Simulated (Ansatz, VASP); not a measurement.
**Two plane-wave programs on Si3O2**

```
Si O
1.0
     3.36828    0.00000    0.00000
     0.00000    3.36828    0.00000
     0.00000    0.00000    5.47777
Si O
3 2
Direct
  0.50000 0.50000 0.33145
  0.50000 0.50000 0.89987
  0.00000 0.00000 0.72421
  0.50000 0.00000 0.43355
  0.00000 0.50000 0.43355
```

Alike in both runs: functional PBE; k mesh 12 × 12 × 8; occupations gaussian, width 0.1 eV; no spin polarisation.

Ansatz relaxed the structure, and its values are those at the end. VASP's run is a single point on that final structure, the one shown.

|  | VASP | Ansatz |
| --- | --- | --- |
| version | VASP 6.6.1 | Ansatz 0.2.0 |
| potentials or method | VASP PAW PBE potentials, release 64 (Si, O) | scalar-relativistic, plane waves, PAW |
| plane-wave cutoff (eV) | 520 | 420 |
| valence electrons in the cell | 24 | 24 |

|  | VASP | Ansatz | Ansatz less VASP |
| --- | --- | --- | --- |
| gap on the k mesh at the Fermi level (eV) | none | none | - |
| pressure (GPa) | 0.0 | 0.0 | -0.03 |
| rms of the force components (eV/Å) | 0.012 | 0.000 | -0.0118 |

A gap of «none» marks a metal or a gap that the smearing closes.
